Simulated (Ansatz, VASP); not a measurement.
One calculation of AlN, two programs

```
Al N
1.0
     3.04878    0.00000    0.00000
    -1.52439    2.64032    0.00000
     0.00000    0.00000    4.97800
Al N
2 2
Direct
  0.33333 0.66667 0.00000
  0.66667 0.33333 0.50000
  0.33333 0.66667 0.38500
  0.66667 0.33333 0.88500
```

Change from the starting cell: equal xx and yy strain of -2 %, crystal datasets.

Alike in both runs: task electric field gradients; functional PBEsol; k mesh 10 × 10 × 6; occupations fermi-dirac, width 0.03 eV; no spin polarisation.

|  | VASP | Ansatz |
| --- | --- | --- |
| version | VASP 6.6.1 | Ansatz 0.2.0 |
| potentials or method | VASP PAW PBE potentials, release 64 (Al, N), cutoff 520 eV | all-electron PAW with datasets made for the crystal, scalar-relativistic |

|  | VASP | Ansatz | Ansatz less VASP |
| --- | --- | --- | --- |
| gap on the k mesh at the Fermi level (eV) | 4.50 | 4.49 | -0.008 |
| pressure (GPa) | 10.0 | 9.8 | -0.23 |
| largest component of the traceless stress (GPa) | 7.93 | 7.80 | -0.128 |
| rms of the force components (eV/Å) | 0.256 | 0.253 | -0.0030 |
| Vzz of the field gradient on the site that differs most (V/Å²) | 13.8 | 13.0 | -0.85 |

Atom by atom the forces differ by 0.003 eV/Å (rms over components). Ansatz ran all-electron here, so the differences hold the error of VASP's frozen core and of both bases.

Caveats: the PAW data sets were made with another functional, which shifts forces and pressure a little (VASP). A k mesh can miss the band edges.
